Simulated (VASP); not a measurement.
**CdO2: relaxation of cell and atoms with r2SCAN**

CdO2:

```
CELL_PARAMETERS angstrom
4.37924 0.00000 0.00000
0.00000 4.37924 0.00000
0.00000 0.00000 4.37924
ATOMIC_POSITIONS crystal
Cd 0.00000 0.00000 0.00000
Cd 0.50000 0.50000 0.50000
O 0.25000 0.25000 0.25000
O 0.25000 0.75000 0.75000
O 0.75000 0.75000 0.25000
O 0.75000 0.25000 0.75000
```

The cell was built by a generator and needn't be a form met in nature.

```
Program                : VASP 6.6.1
Task                   : relaxation of cell and atoms
Functional             : r2SCAN
Potentials or basis    : VASP PAW PBE potentials, release 64 (Cd, O)
Cutoff                 : 600 eV
k mesh                 : 4 × 4 × 4
Occupations            : gaussian, width 0.1 eV
Spin                   : no spin polarisation
Dipole correction      : no
Further INCAR settings : ALGO = Normal; EDIFF = 1e-06; IBRION = 2; EDIFFG = -0.04; NSW = 90; ISIF = 3
```

```yaml
Relaxed_volume: 17.42 Å³/atom
Relaxed_cell: a = 4.710 Å, b = 4.710 Å, c = 4.710 Å, α = 90.00°, β = 90.00°, γ = 90.00°
Space_group_after_relaxing_to_0.05_Å: Pn-3m (No. 224)
Energy_gained_by_relaxing: 228.1 meV/atom
Ionic_steps: 3
Pressure_after_relaxing: 0.3 GPa
Band_gap_on_the_k_mesh: none (metal or under the smearing width)
```

Step by step:
```tsv
step	energy change (eV)	largest force (eV/Å)	pressure (GPa)	volume (Å³)
1	0.0000	0.0000	26.32	83.98
2	-1.1997	0.0000	-4.95	115.15
3	-1.3688	0.0000	0.35	104.50
```

Final structure:
```
CELL_PARAMETERS angstrom
4.71022 0.00000 0.00000
0.00000 4.71022 0.00000
0.00000 0.00000 4.71022
ATOMIC_POSITIONS crystal
Cd 0.00000 0.00000 0.00000
Cd 0.50000 0.50000 0.50000
O 0.25000 0.25000 0.25000
O 0.25000 0.75000 0.75000
O 0.75000 0.75000 0.25000
O 0.75000 0.25000 0.75000
```

Levels at points of the mesh, in eV from the Fermi level:
| k point | band 21 | band 22 | band 23 | band 24 | band 25 | band 26 | band 27 | band 28 |
| --- | --- | --- | --- | --- | --- | --- | --- | --- |
| (0.00, 0.00, 0.00) | -0.67 | -0.67 | -0.67 | 0.54 | 0.54 | 0.54 | 3.68 | 8.90 |
| (0.50, 0.00, 0.00) | -0.70 | -0.70 | -0.32 | -0.32 | -0.08 | -0.08 | 6.35 | 6.35 |
| (0.50, 0.50, 0.00) | -0.40 | -0.40 | -0.05 | -0.05 | -0.02 | -0.02 | 7.78 | 7.78 |
| (0.50, 0.50, 0.50) | -0.30 | 0.24 | 0.24 | 0.26 | 0.26 | 0.26 | 6.69 | 9.00 |

Wall time 6.6 min on 1 thread of Intel(R) Xeon(R) Platinum 8259CL CPU @ 2.50GHz (Skylake/Cascade Lake), on a shared host, peak memory 0.23 GiB.

Caveat: the volume moved by over 15 % at a fixed basis, so the end points are rough; the PAW data sets were made with another functional, which shifts forces and pressure a little.
